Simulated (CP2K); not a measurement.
Crystal: Zn.

```
Zn
1.0
     2.67000    0.00000    0.00000
    -1.33500    2.31229    0.00000
     0.00000    0.00000    4.96600
Zn
2
Direct
  0.66667 0.33333 0.75000
  0.33333 0.66667 0.25000
```

Base run:

```yaml
Program: CP2K 2026.2
Functional: PBE
Potentials_or_basis: POTENTIAL_UZH Zn GTH-PBE-q12; TZVP-MOLOPT-PBE-GTH basis
Density_cutoff: 6123 eV
k_mesh: 11 × 11 × 6
Occupations: fermi-dirac, width 0.05 eV
Spin: no spin polarisation
```

Its results: band gap on the k mesh none (metal or under the smearing width); pressure -0.3 GPa.

Problem. The run is repeated on the same cell with these changes: functional from PBE to PBEsol; occupations from fermi-dirac, width 0.05 eV to fermi-dirac, width 0.01 eV. What comes out?

Solution. Band gap on the k mesh none (metal or under the smearing width); pressure -5.3 GPa.

Caveats: the basis of atomic orbitals isn't converged, which shifts pressures, moduli and gaps; the potentials were made for another functional, which shifts forces and pressure (some runs).
